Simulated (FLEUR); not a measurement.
# Pb: equation of state with r2SCAN

Crystal: Pb.

```
CELL_PARAMETERS angstrom
3.03861 -1.75032 0.00000
3.03861 1.75032 0.00000
-2.11546 0.00000 6.09522
ATOMIC_POSITIONS crystal
Pb 0.90851 0.90851 0.72629
Pb 0.09149 0.09149 0.27371
```

This isn't the form of Pb at room conditions, which is fcc.

```
Program                  : FLEUR MaX-R8.1 (later development tree)
Task                     : equation of state
Functional               : r2SCAN
Potentials or basis      : all-electron
Basis                    : FLAPW
Kmax                     : 4.1 1/bohr
k mesh                   : 9 × 9 × 5
Occupations              : fermi-dirac, width 0.05 eV
Spin                     : no spin polarisation
Gmax                     : 12.7 1/bohr
Muffin-tin radii         : Pb 2.66 bohr
lmax                     : Pb 10
lnonsphr                 : Pb 10
Local orbitals a species : Pb 5
```

- Equilibrium volume: 32.17 Å³/atom
- Bulk modulus at fixed shape and positions: 43 GPa

Energy against volume, from the lowest point:
| volume (Å³/atom) | energy (meV/atom) |
| --- | --- |
| 30.473 | 13.00 |
| 31.121 | 4.59 |
| 32.418 | 0.00 |
| 33.714 | 8.80 |
| 34.363 | 17.29 |

Caveat: the meta-GGA is that of a development version, with a GGA for the radial functions and cores and without core tails; the cell was scaled at fixed shape and fractional positions, which overstates the stiffness of a crystal with free parameters, most of all of layers and chains. Spin-orbit coupling is left out, which matters for the levels of Pb.
